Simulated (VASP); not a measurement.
Input of a VASP 6.6.1 run:

Contents of INCAR:

```
SYSTEM = NaF
  PREC = Accurate
  ENCUT = 600
  EDIFF = 1E-7
  ISMEAR = 0
  SIGMA = 0.03
  LREAL = .False.
  LASPH = .True.
  NELM = 80
  ALGO = Fast
  ISIF = 2
  LWAVE = .False.
  LCHARG = .False.
  GGA = PE
  IBRION = 2
  NSW = 40
  EDIFFG = -0.01
```

File KPOINTS:

```
Automatic mesh
0
Gamma
  10 10 10
  0 0 0
```

The input POSCAR:

```
NaF                                     
1.0
    0.0000000000      2.3311153558      2.3311153558
    2.3311153558      0.0000000000      2.3311153558
    2.3311153558      2.3311153558      0.0000000000
  Na              F             
     1     1
Direct
     0.0000000000000000    0.0000000000000000    0.0000000000000000
     0.5000000000000000    0.5000000000000000    0.5000000000000000
```

Potentials or basis: VASP PAW PBE potentials, release 64 (Na_pv, F).

Command:

```sh
$ cat potpaw_PBE.64/Na_pv/POTCAR potpaw_PBE.64/F/POTCAR > POTCAR
$ mpirun -np 1 vasp_std > vasp.out
```

Question: What does it give for the band gap on the k mesh?

Answer: 6.20 eV, direct.

Final structure:
```
CELL_PARAMETERS angstrom
0.00000 2.33112 2.33112
2.33112 0.00000 2.33112
2.33112 2.33112 0.00000
ATOMIC_POSITIONS crystal
Na 0.00000 0.00000 0.00000
F 0.50000 0.50000 0.50000
```

Caveat: the relaxation stopped at its first step, so nothing moved. A k mesh can miss the band edges.
